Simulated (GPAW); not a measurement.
Runs of GPAW 26.7.0 on MnO. The structure is monoclinic, space group Cm (No. 8). Conventional cell: a = 5.943 Å, b = 3.434 Å, c = 3.440 Å, α = 90.00°, β = 125.23°, γ = 90.00°. Around Mn (site symmetry m) lie 4 O at 2.10 Å. Around O (site symmetry m) lie 4 Mn at 2.10 Å. The cell comes from a database or a generator and needn't be the stable form of this composition.

```csv
level,potentials or basis,pressure (GPa),moment (μB)
RPBE,"the program's PAW data sets (release 1.2.1) made for this functional, pw",1.3,5.00
PBEsol,"PAW data sets generated in the run's folder for this functional, pw",-6.9,(b)
PBE,"GPAW PAW data sets (gpaw-data 1.2.1), pw",-2.7,5.00
LDA,"the program's PAW data sets (release 1.2.1) made for this functional, pw",-12.2,(a)
```

Alike in all rows: task band structure; spin collinear, ferromagnetic start; cell as given; k mesh 7 × 7 × 7; cutoff (eV) 800; smearing fermi-dirac 0.05 eV.

Question: Estimate the missing entries.

Answer: (a) 4.94; (b) 4.99.

Caveats: a cell with one magnetic atom can't hold antiferromagnetic order, which such compounds often take.
